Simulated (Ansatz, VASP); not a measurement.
**Two plane-wave programs on Be4Te**

```
CELL_PARAMETERS angstrom
-2.77939 2.77939 2.77939
2.77939 -2.77939 2.77939
2.77939 2.77939 -2.77939
ATOMIC_POSITIONS crystal
Be 0.50000 0.50000 0.50000
Be 0.00000 0.00000 0.50000
Be 0.00000 0.50000 0.00000
Be 0.50000 0.00000 0.00000
Te 0.00000 0.00000 0.00000
```

Alike in both runs: functional PBE; k mesh 10 × 10 × 10; occupations gaussian, width 0.1 eV; no spin polarisation.

Ansatz relaxed the structure, and its values are those at the end. VASP's run is a single point on that final structure, the one shown.

|  | VASP | Ansatz |
| --- | --- | --- |
| version | VASP 6.6.1 | Ansatz 0.2.0 |
| potentials or method | VASP PAW PBE potentials, release 64 (Be, Te) | scalar-relativistic, plane waves, PAW |
| plane-wave cutoff (eV) | 520 | 420 |
| valence electrons in the cell | 14 | 24 |

Ansatz gave:

```
gap on the k mesh at the Fermi level (eV) : none
pressure (GPa)                            : 0.0
```

**Question.** What did VASP give for the same quantities?

**Answer.** gap on the k mesh at the Fermi level (eV): none; pressure (GPa): 0.1.

A gap of «none» marks a metal or a gap that the smearing closes. The two sets of potentials don't hold the same shells in valence.

Spin-orbit coupling is left out, which matters for the levels of Te.
